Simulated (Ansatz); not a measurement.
Notes on CuSbS2

```
Cu Sb S
1.0
     6.10360    0.00000    0.00000
     0.00000    3.85208    0.00000
     0.00000    0.00000   14.71011
Cu Sb S
4 4 8
Direct
  0.74630 0.75000 0.17210
  0.75370 0.25000 0.67210
  0.24630 0.75000 0.32790
  0.25370 0.25000 0.82790
  0.22450 0.25000 0.06360
  0.27550 0.75000 0.56360
  0.72450 0.25000 0.43640
  0.77550 0.75000 0.93640
  0.62400 0.25000 0.09600
  0.87600 0.75000 0.59600
  0.12400 0.25000 0.40400
  0.37600 0.75000 0.90400
  0.13100 0.75000 0.17870
  0.36900 0.25000 0.67870
  0.63100 0.75000 0.32130
  0.86900 0.25000 0.82130
```

Level: r2SCAN, no spin polarisation; 500 eV; 4×8×2 Γ-centred mesh; fermi-dirac occupations (width 0.1 eV); Ansatz 0.2.0, fixed geometry.

Question: Is there a gap, and of what kind?

Answer: The gap is 0.99 eV, indirect (the least direct gap found is 1.05 eV).

Question: Where is the largest force?

Answer: The largest is on Sb5 (and as large on other atoms): 0.53 eV/Å, components (0.35, 0.00, 0.40). It makes 38° with the line to a nearest neighbour, S9 at 2.48 Å, pointing towards it.

Question: What does the stress say?

Answer: The pressure is -3.0 GPa (compression positive), so with the atoms held at these fractions the cell would first shrink.

Question: Is it stable against the elements?

Answer: -0.31 eV an atom against the elements' usual phases (free molecules for gases, crystals otherwise, with no correction for O₂ or N₂), so it is bound against them; other compounds may still compete. Relaxing would lower it.

Origin: a database entry at a rescaled volume. Caveats: no spin-orbit coupling, which can shift this gap by tenths of an eV.
